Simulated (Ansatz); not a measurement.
# SiO2: a point defect seen from the nuclei (H on an O site)

How do the nuclei near a point defect see it? The defect is H on an O site in SiO2 (cell charge +1), first unrelaxed. The cell is a supercell built from a computed entry of the Materials Project. Planned: a single point, then a relaxation, then a check of xc with n_extra_bands with xc_grid.

Program: Ansatz 0.2.0. Level of theory: DFT, PBE, plane-wave PAW, default files, scalar-relativistic, as far as a step names no other. These are calculated values, not measurements.

## (1) The structure to begin with

Symmetry: C2, No. 5, monoclinic system. The conventional cell has a = 8.780 Å, b = 15.207 Å, c = 8.558 Å, α = 90.00°, β = 90.00°, γ = 90.00°. Si (site symmetry 1) has 4 O at 1.60 to 1.61 Å as nearest neighbours. Si (site symmetry 1) has 3 O at 1.60 to 1.61 Å and 1 H at 1.61 Å as nearest neighbours. Around H (site symmetry 2) lie 2 Si at 1.61 Å. O (site symmetry 2) is surrounded by 2 Si at 1.61 Å. Only part of the 21 independent sites is listed.

As a file:

```xyz
36
Lattice="7.6036 4.3899 0.0000 -7.6036 4.3899 0.0000 0.0000 0.0000 8.5585" Properties=species:S:1:pos:R:3 pbc="T T T"
Si    2.5345    1.4633    8.0204
Si    0.0000    5.8533    8.0204
Si   -2.5345    1.4633    8.0204
Si    2.5345    1.4633    4.8174
Si    0.0000    5.8533    4.8174
Si   -2.5345    1.4633    4.8174
Si    0.0000    2.9266    0.5381
Si    5.0691    2.9266    0.5381
Si   -5.0691    2.9266    0.5381
Si    0.0000    2.9266    3.7411
Si    5.0691    2.9266    3.7411
Si   -5.0691    2.9266    3.7411
H    -1.0677    1.8493    0.0000
O    -3.6022    6.2393    0.0000
O     1.4668    6.2393    0.0000
O     1.0677    1.8493    4.2792
O    -1.4668    6.2393    4.2792
O     3.6022    6.2393    4.2792
O    -4.6699    4.3899    4.2792
O     0.3991    4.3899    4.2792
O     5.4682    4.3899    4.2792
O     1.4668    2.5406    0.0000
O    -1.0677    6.9306    0.0000
O    -3.6022    2.5406    0.0000
O    -1.4668    2.5406    4.2792
O     3.6022    2.5406    4.2792
O     1.0677    6.9306    4.2792
O     2.5345    1.4633    6.4189
O     0.0000    5.8533    6.4189
O    -2.5345    1.4633    6.4189
O     0.0000    2.9266    2.1396
O     5.0691    2.9266    2.1396
O    -5.0691    2.9266    2.1396
O    -5.4682    4.3899    0.0000
O    -0.3991    4.3899    0.0000
O     4.6699    4.3899    0.0000
```

Atom 13 of the input is the impurity.

## (2) First run, atoms as given

input.yaml

```yaml
crystal:
  lattice:
    - [7.6036108327, 4.3899467611, 0.0]
    - [-7.6036108327, 4.3899467611, 0.0]
    - [0.0, 0.0, 8.55848854]
  atoms:
    - { symbol: Si, position: [0.3333333333, 0.0, 0.9371258] }
    - { symbol: Si, position: [0.6666666667, 0.6666666667, 0.9371258] }
    - { symbol: Si, position: [0.0, 0.3333333333, 0.9371258] }
    - { symbol: Si, position: [0.3333333333, 0.0, 0.5628742] }
    - { symbol: Si, position: [0.6666666667, 0.6666666667, 0.5628742] }
    - { symbol: Si, position: [0.0, 0.3333333333, 0.5628742] }
    - { symbol: Si, position: [0.3333333333, 0.3333333333, 0.0628742] }
    - { symbol: Si, position: [0.6666666667, 0.0, 0.0628742] }
    - { symbol: Si, position: [0.0, 0.6666666667, 0.0628742] }
    - { symbol: Si, position: [0.3333333333, 0.3333333333, 0.4371258] }
    - { symbol: Si, position: [0.6666666667, 0.0, 0.4371258] }
    - { symbol: Si, position: [0.0, 0.6666666667, 0.4371258] }
    - { symbol: H, position: [0.1404195817, 0.2808391633, 0.0] }
    - { symbol: O, position: [0.473752915, 0.94750583, 0.0] }
    - { symbol: O, position: [0.8070862483, 0.6141724967, 0.0] }
    - { symbol: O, position: [0.2808391633, 0.1404195817, 0.5] }
    - { symbol: O, position: [0.6141724967, 0.8070862483, 0.5] }
    - { symbol: O, position: [0.94750583, 0.473752915, 0.5] }
    - { symbol: O, position: [0.1929137517, 0.8070862483, 0.5] }
    - { symbol: O, position: [0.526247085, 0.473752915, 0.5] }
    - { symbol: O, position: [0.8595804183, 0.1404195817, 0.5] }
    - { symbol: O, position: [0.3858275033, 0.1929137517, 0.0] }
    - { symbol: O, position: [0.7191608367, 0.8595804183, 0.0] }
    - { symbol: O, position: [0.05249417, 0.526247085, 0.0] }
    - { symbol: O, position: [0.1929137517, 0.3858275033, 0.5] }
    - { symbol: O, position: [0.526247085, 0.05249417, 0.5] }
    - { symbol: O, position: [0.8595804183, 0.7191608367, 0.5] }
    - { symbol: O, position: [0.3333333333, 0.0, 0.75] }
    - { symbol: O, position: [0.6666666667, 0.6666666667, 0.75] }
    - { symbol: O, position: [0.0, 0.3333333333, 0.75] }
    - { symbol: O, position: [0.3333333333, 0.3333333333, 0.25] }
    - { symbol: O, position: [0.6666666667, 0.0, 0.25] }
    - { symbol: O, position: [0.0, 0.6666666667, 0.25] }
    - { symbol: O, position: [0.1404195817, 0.8595804183, 0.0] }
    - { symbol: O, position: [0.473752915, 0.526247085, 0.0] }
    - { symbol: O, position: [0.8070862483, 0.1929137517, 0.0] }
total_charge: 1
kpoints:
  mp_grid: { grid: [3, 3, 2] }
scf:
  occupations: { method: fermi_dirac, width: 0.01 }
hamiltonian:
  xc: pbe
  pseudopotentials: { kind: paw }
output:
  forces: true
  stress: true
  populations: true
  efg:
    quadrupole_moments_barn: { H: 0.00285783, O: -0.02558 }
    contact_densities: true
```

The run is started by

```
> ansatz run input.yaml --threads 1 --pin off --max-ram 3072MiB --backend cpu --events-out ev --progress --plain --runs-dir out
```

The log of the run:

```text
Warning: RAYON_NUM_THREADS=1 ignored (pool sized by the plan → 1); use --threads N
Engine: ansatz 0.2.0, x86_64-unknown-linux-gnu
Pseudopotentials: kind: paw
Pseudopotential: Si, paw, valence charge 4, recommended cutoff 420 eV (normal), Si.paw.azcp
Pseudopotential: H, paw, valence charge 1, recommended cutoff 420 eV (normal), H.paw.azcp
Pseudopotential: O, paw, valence charge 6, recommended cutoff 420 eV (normal), O.paw.azcp
Functional definition: PBE
  parameter kappa = 0.804
  parameter beta = 0.06672455060314922
  exchange = pbe_x(kappa = kappa, mu = beta*pi^2/3)
  correlation = pbe_c(beta = beta)
Crystal: 36 atoms, lattice volume = 571.355 Å³
Basis set: ecut = 420 eV, 11207 PW (Γ), exchange–correlation on 120×120×120 points (8 copies of the dense FFT grid, shifted against one another)
Bands: 129, of which v1, the nominal top of the filled ones, is band 93 counted from 1 (92 counted from 0)
Symmetry: 2 space group operations
Space group: C2 (ITA 5), of the structure as read, at distance tolerance 8.3e-5 Å
k-points: 8 of 18 (time reversal used)
Non-local potential: Si, projectors of the file, l = 0: 2, l = 1: 2, l = 2: 2
Non-local potential: H, projectors of the file, l = 0: 2, l = 1: 1
Non-local potential: O, projectors of the file, l = 0: 2, l = 1: 2, l = 2: 1
PAW form: soft (Blöchl's): semilocal exchange-correlation on the pseudo side does not see the compensation charge
PAW one-centre angular grid: Si, 110 points (default); XC on 64 Gauss nodes
PAW one-centre angular grid: H, 110 points (default); XC on 64 Gauss nodes
PAW one-centre angular grid: O, 110 points (default); XC on 64 Gauss nodes
Initial density: superposition of atomic densities (neutral atoms scaled as one to the charged cell's electrons: chi_scale 0, normalization atom), corrected by the library's trained network
Initial wavefunctions: pseudopotential atomic-orbital guess
Functional: x = pbe(κ = 0.804, μ = 0.2195149727645171), c = pbe(β = 0.06672455060314922)
SCF iter   1: F=—  HF=-20737.419033 eV  |F-HF|=—  |Δ(HF+E_count)|=         —  Δρ=1.19e-2  dr2=1.31e0  ethr=1.77e-3  ⟨swp⟩=7.0  Hψ=5202  notcnv=0  defer=173
preconditioner: auto → Resta (q_TF=auto, 2.263 Å⁻¹)  ε∞=2.7  [insulator: Δε(μ)=4.175 eV  Ē_g=16.469 eV  σ=0.010 eV  W_gap=1.00  n_scr=108 (ndim 8)  ℏωp=21.2 eV  f_vac=0.282  D(μ)=0.00/eV (n_scr^D=0)  ε∞_Penn≈2.7]
SCF iter   2: F=—  HF=-20737.016305 eV  |F-HF|=—  |Δ(HF+E_count)|=   4.03e-1  Δρ=3.84e-3  dr2=1.94e-1  ethr=7.03e-4  ⟨swp⟩=3.5  Hψ=1869  notcnv=0  defer=246
SCF iter   3: F=—  HF=-20736.954651 eV  |F-HF|=—  |Δ(HF+E_count)|=   6.17e-2  Δρ=1.81e-3  dr2=4.64e-2  ethr=1.04e-4  ⟨swp⟩=3.0  Hψ=1404  notcnv=0  defer=246
SCF iter   4: F=—  HF=-20736.937634 eV  |F-HF|=—  |Δ(HF+E_count)|=   1.70e-2  Δρ=6.27e-4  dr2=3.02e-3  ethr=2.49e-5  ⟨swp⟩=3.0  Hψ=1655  notcnv=0  defer=246
SCF iter   5: F=—  HF=-20736.937261 eV  |F-HF|=—  |Δ(HF+E_count)|=   3.74e-4  Δρ=3.72e-4  dr2=6.52e-4  ethr=1.63e-6  ⟨swp⟩=2.0  Hψ=1656  notcnv=0  defer=246
SCF iter   6: F=—  HF=-20736.937125 eV  |F-HF|=—  |Δ(HF+E_count)|=   1.36e-4  Δρ=1.19e-4  dr2=6.88e-5  ethr=3.51e-7  ⟨swp⟩=2.0  Hψ=1542  notcnv=0  defer=246
SCF iter   7: F=—  HF=-20736.935893 eV  |F-HF|=—  |Δ(HF+E_count)|=   1.23e-3  Δρ=2.49e-5  dr2=4.30e-6  ethr=3.70e-8  ⟨swp⟩=2.0  Hψ=1446  notcnv=0  defer=246
SCF iter   8: F=—  HF=-20736.935893 eV  |F-HF|=—  |Δ(HF+E_count)|=   5.44e-7  Δρ=1.46e-5  dr2=9.37e-7  ethr=2.31e-9  ⟨swp⟩=2.0  Hψ=1482  notcnv=0  defer=246
SCF iter   9: F=-20736.935893 eV  HF=-20736.935893 eV  |F-HF|=2.92e-9  |Δ(HF+E_count)|=   1.66e-7  Δρ=3.63e-6  dr2=6.55e-8  ethr=5.38e-11  ⟨swp⟩=14.2  Hψ=7501  notcnv=0
SCF 1 converged in 9 iterations: F = -20736.935893 eV  dr2 = 6.55e-8
SCF converged after 9 iterations
Free energy (F): -20736.935893 eV
Harris-Foulkes:  -20736.935893 eV  (|F-HF|=2.92e-9)
Internal energy: -20736.935893 eV  (E = F + TS)
E sigma→0 (E₀):  -20736.935893 eV
Fermi energy:    2.121478 eV
--- Per-component energies (eV) ---
  E_band       = -1202.515502
  E_kinetic    = 4655.565985
  E_local      = -14553.251000  (includes V_loc(G=0)·N_el)
  E_nonlocal   = 1394.914141
  E_hartree    = 5466.445917
  E_xc         = -2375.202635
  E_vxc        = -2747.877718  (∫ρ·V_xc dr)
  E_paw        = -9818.078589  (= ΣΔE_a)
  E_vpaw       = -884.820108  (= ΣTr[D̂ρ^β])
  E_aug_tail   = 0.058688  (compensation charges beyond the density's cutoff)
  E_ewald      = -5507.388401
  E_smearing   = -0.000000  (= −TS)
  E_closure    = -0.000000  (closes the sum)
  E_deformation_potential = 9.326617  (in the stress; not in F)
  Σ components = -20736.935893   (vs F -20736.935893, Δ=0.00e0)
--- Forces (eV/Å), atoms counted from 1 ---
  atom   1  Si     0.92400942    -0.85727363    -0.80833407
  atom   2  Si     0.26609541     0.91695662    -0.80979270
  atom   3  Si    -2.83423088    -0.56038076    -1.18345502
  atom   4  Si     0.26445680    -0.08502932    -0.35080529
  atom   5  Si    -0.04498696     0.25837147    -0.30069255
  atom   6  Si    -0.11650950    -0.10622171    -1.52610229
  atom   7  Si     1.90241942     2.17432556     1.18345502
  atom   8  Si     0.28041603    -1.22885244     0.80833407
  atom   9  Si    -0.92715543     0.22803293     0.80979270
  atom  10  Si     0.15024545     0.04778933     1.52610229
  atom  11  Si    -0.05859085    -0.27154096     0.35080529
  atom  12  Si    -0.20126278     0.16814558     0.30069255
  atom  13  H      0.04508448    -0.07808861     0.00000000
  atom  14  O     -0.04043442     0.07003447     0.00000000
  atom  15  O      0.20320257    -0.35195717     0.00000000
  atom  16  O     -0.39578265    -0.07664115    -0.19308291
  atom  17  O     -0.12091706    -0.20858005    -0.01406455
  atom  18  O      0.18582237    -0.36121388     0.25261792
  atom  19  O      0.24109415     0.00042722     0.01406455
  atom  20  O      0.21990921    -0.34153384    -0.25261792
  atom  21  O      0.26426451     0.30443725     0.19308291
  atom  22  O     -1.54014017     0.25907066     0.17694795
  atom  23  O      0.05935379     0.31038612     0.02302859
  atom  24  O      2.00971184    -0.29061183    -0.28092743
  atom  25  O     -0.10621829     0.18397548     0.00000000
  atom  26  O     -0.14740273     0.25530902     0.00000000
  atom  27  O     -0.10155828     0.17590409     0.00000000
  atom  28  O     -0.15441644     0.09167422     0.53870239
  atom  29  O     -0.02323426    -0.14255968     0.49247354
  atom  30  O      0.76359635     0.24475739     1.99943563
  atom  31  O     -0.59376429    -0.53891514    -1.99943563
  atom  32  O     -0.00218399     0.17956567    -0.53870239
  atom  33  O      0.13507743    -0.05115838    -0.49247354
  atom  34  O     -0.29847916     0.10379117    -0.02302859
  atom  35  O     -0.75317869    -1.88576742     0.28092743
  atom  36  O      0.54570831     1.46333584    -0.17694795
  max |Σ_I F_I| component: 3.59e-5 eV/Å
--- Stress (GPa, compression-positive) ---
        3.379117      -0.399424      -0.393819
       -0.399424       3.840332      -0.227371
       -0.393819      -0.227371       3.997345
  P = ⅓ Tr σ = 3.7389 GPa (37.389 kbar)
--- PAW observables at the nuclei: V_zz in 10²¹ V/m², potentials from the cell's mean, atoms counted from 1 ---
  atom   1  Si V_zz =    +0.606942   η = 0.5680   by run symmetry: allowed
            electrostatic potential = -1352.522382 V   contact ρ = 12800.737659 e/Å³
  atom   2  Si V_zz =    +0.727291   η = 0.4100   by run symmetry: allowed
            electrostatic potential = -1352.515263 V   contact ρ = 12800.615356 e/Å³
  atom   3  Si V_zz =    +4.551730   η = 0.0077   by run symmetry: allowed
            electrostatic potential = -1350.990305 V   contact ρ = 12802.409045 e/Å³
  atom   4  Si V_zz =    -0.122073   η = 0.9144   by run symmetry: allowed
            electrostatic potential = -1353.072549 V   contact ρ = 12800.689683 e/Å³
  atom   5  Si V_zz =    +0.117020   η = 0.9765   by run symmetry: allowed
            electrostatic potential = -1353.094328 V   contact ρ = 12800.695003 e/Å³
  atom   6  Si V_zz =    +0.630610   η = 0.2860   by run symmetry: allowed
            electrostatic potential = -1352.705954 V   contact ρ = 12800.735168 e/Å³
  atom   7  Si V_zz =    +4.551730   η = 0.0077   by run symmetry: allowed
            electrostatic potential = -1350.990305 V   contact ρ = 12802.409051 e/Å³
  atom   8  Si V_zz =    +0.606942   η = 0.5680   by run symmetry: allowed
            electrostatic potential = -1352.522382 V   contact ρ = 12800.737659 e/Å³
  atom   9  Si V_zz =    +0.727291   η = 0.4100   by run symmetry: allowed
            electrostatic potential = -1352.515263 V   contact ρ = 12800.615356 e/Å³
  atom  10  Si V_zz =    +0.630610   η = 0.2860   by run symmetry: allowed
            electrostatic potential = -1352.705954 V   contact ρ = 12800.735168 e/Å³
  atom  11  Si V_zz =    -0.122073   η = 0.9144   by run symmetry: allowed
            electrostatic potential = -1353.072549 V   contact ρ = 12800.689683 e/Å³
  atom  12  Si V_zz =    +0.117020   η = 0.9765   by run symmetry: allowed
            electrostatic potential = -1353.094328 V   contact ρ = 12800.695003 e/Å³
  atom  13  H  V_zz =    +1.973371   η = 0.0786   by run symmetry: allowed   C_q = +0.1364 MHz
            electrostatic potential = -34.986187 V   contact ρ = 3.205384 e/Å³
  atom  14  O  V_zz =    +9.486380   η = 0.2479   by run symmetry: allowed   C_q = -5.8675 MHz
            electrostatic potential = -616.963002 V   contact ρ = 2153.342498 e/Å³
  atom  15  O  V_zz =    +9.903775   η = 0.1333   by run symmetry: allowed   C_q = -6.1257 MHz
            electrostatic potential = -617.021968 V   contact ρ = 2153.106570 e/Å³
  atom  16  O  V_zz =    +9.651588   η = 0.0893   by run symmetry: allowed   C_q = -5.9697 MHz
            electrostatic potential = -617.344489 V   contact ρ = 2153.214131 e/Å³
  atom  17  O  V_zz =    +9.640673   η = 0.1133   by run symmetry: allowed   C_q = -5.9630 MHz
            electrostatic potential = -617.541029 V   contact ρ = 2153.204307 e/Å³
  atom  18  O  V_zz =    +9.667754   η = 0.0744   by run symmetry: allowed   C_q = -5.9797 MHz
            electrostatic potential = -617.351514 V   contact ρ = 2153.236146 e/Å³
  atom  19  O  V_zz =    +9.640673   η = 0.1133   by run symmetry: allowed   C_q = -5.9630 MHz
            electrostatic potential = -617.541029 V   contact ρ = 2153.204307 e/Å³
  atom  20  O  V_zz =    +9.667754   η = 0.0744   by run symmetry: allowed   C_q = -5.9797 MHz
            electrostatic potential = -617.351514 V   contact ρ = 2153.236146 e/Å³
  atom  21  O  V_zz =    +9.651588   η = 0.0893   by run symmetry: allowed   C_q = -5.9697 MHz
            electrostatic potential = -617.344489 V   contact ρ = 2153.214131 e/Å³
  atom  22  O  V_zz =    +9.496316   η = 0.4882   by run symmetry: allowed   C_q = -5.8737 MHz
            electrostatic potential = -616.081927 V   contact ρ = 2154.056282 e/Å³
  atom  23  O  V_zz =    +9.662805   η = 0.1906   by run symmetry: allowed   C_q = -5.9767 MHz
            electrostatic potential = -616.975734 V   contact ρ = 2153.184948 e/Å³
  atom  24  O  V_zz =   +10.684775   η = 0.1091   by run symmetry: allowed   C_q = -6.6088 MHz
            electrostatic potential = -616.220959 V   contact ρ = 2153.293752 e/Å³
  atom  25  O  V_zz =    +9.658970   η = 0.0670   by run symmetry: allowed   C_q = -5.9743 MHz
            electrostatic potential = -617.194968 V   contact ρ = 2153.225217 e/Å³
  atom  26  O  V_zz =    +9.671353   η = 0.1039   by run symmetry: allowed   C_q = -5.9819 MHz
            electrostatic potential = -617.530530 V   contact ρ = 2153.181190 e/Å³
  atom  27  O  V_zz =    +9.613706   η = 0.1209   by run symmetry: allowed   C_q = -5.9463 MHz
            electrostatic potential = -617.550590 V   contact ρ = 2153.220212 e/Å³
  atom  28  O  V_zz =   +10.245276   η = 0.0161   by run symmetry: allowed   C_q = -6.3369 MHz
            electrostatic potential = -617.231606 V   contact ρ = 2152.624865 e/Å³
  atom  29  O  V_zz =   +10.282982   η = 0.0212   by run symmetry: allowed   C_q = -6.3602 MHz
            electrostatic potential = -617.277099 V   contact ρ = 2152.612094 e/Å³
  atom  30  O  V_zz =   +10.693743   η = 0.1986   by run symmetry: allowed   C_q = -6.6143 MHz
            electrostatic potential = -616.201955 V   contact ρ = 2153.056810 e/Å³
  atom  31  O  V_zz =   +10.693743   η = 0.1986   by run symmetry: allowed   C_q = -6.6143 MHz
            electrostatic potential = -616.201955 V   contact ρ = 2153.056810 e/Å³
  atom  32  O  V_zz =   +10.245276   η = 0.0161   by run symmetry: allowed   C_q = -6.3369 MHz
            electrostatic potential = -617.231606 V   contact ρ = 2152.624865 e/Å³
  atom  33  O  V_zz =   +10.282982   η = 0.0212   by run symmetry: allowed   C_q = -6.3602 MHz
            electrostatic potential = -617.277099 V   contact ρ = 2152.612094 e/Å³
  atom  34  O  V_zz =    +9.662805   η = 0.1906   by run symmetry: allowed   C_q = -5.9767 MHz
            electrostatic potential = -616.975734 V   contact ρ = 2153.184948 e/Å³
  atom  35  O  V_zz =   +10.684775   η = 0.1091   by run symmetry: allowed   C_q = -6.6088 MHz
            electrostatic potential = -616.220959 V   contact ρ = 2153.293752 e/Å³
  atom  36  O  V_zz =    +9.496316   η = 0.4882   by run symmetry: allowed   C_q = -5.8737 MHz
            electrostatic potential = -616.081927 V   contact ρ = 2154.056282 e/Å³
--- Band table (eV; the first three rows and the last of 8) ---
[... 4 lines left out ...]
--- Löwdin populations: 36 sites ---
  site symbol       q [e]
     0     Si      2.1658
     1     Si      2.1576
     2     Si      2.2537
     3     Si      2.1659
     4     Si      2.1666
     5     Si      2.1623
     6     Si      2.2537
     7     Si      2.1658
     8     Si      2.1576
     9     Si      2.1623
    10     Si      2.1659
    11     Si      2.1666
    12      H      1.1774
    13      O      6.7892
    14      O      6.7940
    15      O      6.7958
    16      O      6.7966
    17      O      6.7931
    18      O      6.7966
    19      O      6.7931
    20      O      6.7958
    21      O      6.7523
    22      O      6.7971
    23      O      6.7731
    24      O      6.7958
    25      O      6.7974
    26      O      6.7964
    27      O      6.7969
    28      O      6.7965
    29      O      6.7654
    30      O      6.7654
    31      O      6.7969
    32      O      6.7965
    33      O      6.7971
    34      O      6.7731
    35      O      6.7523
  spilling = 0.013830 (of n_electrons = 186.000000)
```

Wall time 69 s (1 thread of Intel Xeon Platinum 8488C (Sapphire Rapids), shared host); peak memory 1.1 GiB.

The run ends with gap on the mesh 2.78 eV, largest force 3.122 eV/Å, pressure 3.7 GPa.

Site by site (atoms counted from 1): 11 of 21, those nearest the defect, the farthest of each element and the two largest gradients.

```tsv
site	atoms	distance from the defect (Å)	V_zz (10²¹ V/m²)	η	C_Q (MHz)
H	13	0.00	1.97	0.08	0.136 (²H)
Si3	3, 7	1.61	4.55	0.01	–
O30	30, 31	2.62	10.69	0.20	-6.61 (¹⁷O)
O22	22, 36	2.63	9.50	0.49	-5.87 (¹⁷O)
O24	24, 35	2.63	10.68	0.11	-6.61 (¹⁷O)
Si1	1, 8	3.66	0.61	0.57	–
O23	23, 34	3.70	9.66	0.19	-5.98 (¹⁷O)
Si6	6, 10	4.04	0.63	0.29	–
Si2	2, 9	4.18	0.73	0.41	–
Si5	5, 12	5.58	0.12	0.98	–
O26	26	6.37	9.67	0.10	-5.98 (¹⁷O)
```

Conventions: |V_zz| ≥ |V_yy| ≥ |V_xx|, η = (V_xx − V_yy)/V_zz, C_Q = eQV_zz/h. Quadrupole moments are those of Pyykkö's year-2017 table. A dash under C_Q marks elements without a common quadrupolar isotope.

Direction of the V_zz axis (Cartesian unit vector):

```tsv
site	atom	x	y	z
Si1	1	0.71	-0.66	-0.24
Si2	2	0.14	0.94	-0.30
Si3	3	0.88	0.35	0.32
Si6	6	-0.13	-0.06	0.99
H	13	0.81	0.47	0.35
O14	14	0.82	0.47	0.33
O15	15	0.82	0.47	0.32
O16	16	0.80	-0.47	0.37
```

(Part 1 of 3 ends here.)
